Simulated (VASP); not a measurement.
A run of VASP 6.6.1 is set up as follows.

File INCAR:

```
SYSTEM = PbS
PREC = Accurate
ENCUT = 900
EDIFF = 1E-8
ISMEAR = 0
SIGMA = 0.02
LREAL = .FALSE.
LASPH = .TRUE.
NELM = 100
ALGO = Normal
ISIF = 2
LWAVE = .FALSE.
LCHARG = .FALSE.
GGA = PE
NBANDS = 12
ADDGRID = .FALSE.
```

Contents of KPOINTS:

```
Automatic mesh
0
G
  9 9 9
  0 0 0
```

POSCAR

```
PbS
1.0
    4.0896976867      0.0000000000      0.0000000000
   -2.0448488433      3.5417820905      0.0000000000
    0.0000000000      0.0000000000      3.7881670000
Pb S
1 1
Direct
    0.0000000000      0.0000000000      0.0000000000
    0.6666666667      0.3333333333      0.5000000000
```

Potentials or basis: VASP PAW PBE potentials, release 64 (Pb, S).

Run with:

```bash
$ cat potpaw_PBE.64/Pb/POTCAR potpaw_PBE.64/S/POTCAR > POTCAR
$ mpirun -np 1 vasp_std > vasp.out
```

Q: Estimate the pressure.

A: -0.4 GPa.

Q: What does it give for the band gap on the k mesh?

A: None (metal or under the smearing width).

Stress tensor (GPa, compression positive):
```
-0.35  0.00  0.00
 0.00 -0.35  0.00
 0.00  0.00 -0.45
```

Spin-orbit coupling is left out, which matters for the levels of Pb.
